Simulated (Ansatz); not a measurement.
# How much do the gradients of NaCl depend on the method?

Cell: a Materials Project structure (computed, not necessarily an observed phase), atoms as given.

```cif
data_NaCl
_symmetry_space_group_name_H-M 'P-62m'
_symmetry_Int_Tables_number 189
_cell_length_a 6.7996
_cell_length_b 6.7996
_cell_length_c 7.0948
_cell_angle_alpha 90.000
_cell_angle_beta 90.000
_cell_angle_gamma 120.000
loop_
_atom_site_label
_atom_site_type_symbol
_atom_site_symmetry_multiplicity
_atom_site_Wyckoff_symbol
_atom_site_fract_x
_atom_site_fract_y
_atom_site_fract_z
Na1 Na 3 g 0.0000 0.6692 0.5000
Na4 Na 3 f 0.0000 0.3366 0.0000
Cl7 Cl 4 h 0.6667 0.3333 0.2504
Cl11 Cl 2 e 0.0000 0.0000 0.7509
```

One atom of each set is listed.

First run. Level of theory: DFT, PBE, plane waves and PAW, scalar-relativistic, 420 eV cutoff, Γ-centred 5×5×4 k-points, Fermi–Dirac smearing 0.02 eV (Ansatz 0.2.0).

```tsv
site	V_zz (10²¹ V/m²)	η
Na1	-0.37	0.15
Na4	-0.37	0.19
Cl7	-0.20	0.00
Cl11	-0.22	0.00
```

Second run. The same atoms and settings, except that the functional is r2SCAN and the cutoff is 500 eV.

(1) What does the second run give?

Results:

(1) 

| site | V_zz | η | change of V_zz |
| --- | --- | --- | --- |
| Na1 | -0.39 | 0.15 | -0.02 |
| Na4 | -0.39 | 0.19 | -0.02 |
| Cl7 | -0.42 | 0.00 | -0.22 |
| Cl11 | -0.44 | 0.00 | -0.22 |

The largest change of V_zz is on Cl7, from -0.20 to -0.42.
